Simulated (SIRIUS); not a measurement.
# Pt under changes of volume

One of the cells (15.381 Å³/atom); the others are scaled copies at fixed shape and fractional positions:

```xyz
1
Lattice="0.0000 1.9739 1.9739 1.9739 0.0000 1.9739 1.9739 1.9739 0.0000" Properties=species:S:1:pos:R:3 pbc="T T T"
Pt    0.0000    0.0000    0.0000
```

| Quantity | Value |
| --- | --- |
| Program | SIRIUS 7.12.0 |
| Functional | PBEsol |
| Potentials or basis | PseudoDojo 0.4.1 PBEsol standard (scalar relativistic) |
| Cutoff | 1152 eV |
| Density cutoff | 4606 eV |
| k mesh | 12 × 12 × 12 |
| Occupations | fermi-dirac, width 0.05 eV |
| Spin | no spin polarisation |

```tsv
volume (Å³/atom)	energy over the lowest point (meV/atom)	pressure (GPa)
14.175	44.13	19.3
14.477	?	?
14.778	0.00	4.8
15.381	4.11	-6.5
15.683	20.83	-11.1
15.985	45.78	-15.2
```

**Question.** What does the run at 14.477 Å³/atom give?

**Answer.** Energy over the lowest point 15.26 meV/atom; pressure 11.6 GPa.

Worked out: A Birch-Murnaghan fit of order 3 (a polynomial in V^(-2/3)) to the other rows has its minimum at 15.02 Å³/atom with B0 = V·E''(V) = 287 GPa and B' = 5.3. It gives 15.21 meV/atom at 14.477 Å³/atom, against the run's 15.26, and -dE/dV = 11.6 GPa, against 11.6.

Energies are extrapolated to zero smearing.
